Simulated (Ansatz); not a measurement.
# SnSe2: one atom moved over a plane

Aim: for SnSe2, map the energy of atom 2 (Se) over a plane.

The COD entry's cell or inner coordinates are ideal or old and differ from later refinements, so a difference from it is no clean test against experiment.

Computed with Ansatz 0.2.0 (DFT PBE, scalar-relativistic, plane waves, PAW, unless a step's input says otherwise).

### 1 The system as given

It takes space group P-3m1 (No. 164, trigonal). The conventional cell has a = 3.811 Å, b = 3.811 Å, c = 6.137 Å, α = 90.00°, β = 90.00°, γ = 120.00°. Sn (site symmetry -3m) has 6 Se at 2.68 Å as nearest neighbours. Se (site symmetry 3m) has 3 Sn at 2.68 Å as nearest neighbours.

As a file:

```xyz
3
Lattice="3.8110 0.0000 0.0000 -1.9055 3.3004 0.0000 0.0000 0.0000 6.1370" Properties=species:S:1:pos:R:3 pbc="T T T"
Sn    0.0000    0.0000    0.0000
Se    0.0000    2.2003    1.5342
Se    1.9055    1.1001    4.6027
```

The cell is taken as given, not relaxed at this level.

### 2 The reference cell

The reference gives a free energy of -16963.2843 eV, pressure 5.27 GPa, largest force 0.721 eV/Å and gap on the mesh 0.71 eV. It was computed beforehand with the settings of the runs below.

### 3 The scan: one atom moved over a plane

Atom 2 (Se) is moved by p along (1.000, 0.000, 0.000) and q along (0.000, 1.000, 0.000) (Å), all else fixed; its images in the other cells move with it. Points alike by symmetry are run once.

### 4 p = -0.450, q = -0.450

The input, input.yaml:

```yaml
crystal:
  lattice:
    - [3.8109987816, 0.0, 0.0]
    - [-1.9054993908, 3.3004217586, 0.0]
    - [0.0, 0.0, 6.137]
  atoms:
    - { symbol: Sn, position: [0.0, 0.0, 0.0] }
    - { symbol: Se, position: [0.147080946, 0.5303204561, 0.25] }
    - { symbol: Se, position: [0.6666666667, 0.3333333333, 0.75] }
basis:
  ecutwfc: 420
kpoints:
  mp_grid: { grid: [12, 12, 6] }
hamiltonian:
  xc: pbe
scf:
  occupations: { method: gaussian, width: 0.05 }
output:
  forces: true
  stress: true
  eigenvalues: true
```

Started as:

```sh
> ansatz run input.yaml --threads 1 --pin off --max-ram 2560MiB --backend cpu --events-out ev --progress --plain --runs-dir out
```

Further runs follow: At p = -0.450, q = 0.000; point p = -0.450, q = 0.450; point p = 0.000, q = -0.450; p = 0.000, q = 0.450; point p = -0.450, q = -0.225; point p = -0.450, q = 0.225; At p = -0.225, q = -0.450; At p = -0.225, q = 0.000; p = -0.225, q = 0.450; p = 0.000, q = -0.225; p = 0.000, q = 0.225; p = -0.225, q = -0.225; point p = -0.225, q = 0.225.

**Question.** What will these runs give? Wanted: highest point; lowest point away from the origin.

The runs gave:

```
                         quantity                                      value
                    highest point  1.150 eV/cell at (p, q) = (-0.450, 0.450)
lowest point away from the origin            0.089 eV/cell at (0.000, 0.225)
```

In words: The undisturbed cell is the lowest computed point. Read as harmonic, the points at ±0.225 Å give force constants of 4.16 eV/Å² along p and 4.16 eV/Å² along q, so the site is nearly isotropic in this plane. The gap on the mesh runs from 0.00 to 0.71 eV over the map. Where a structure here is layered, its layers are held mostly by dispersion, which this level lacks, so their spacing and the stiffness across them are unreliable there.

Spin-orbit coupling is left out, though the cell holds Sn; it can move the gap.
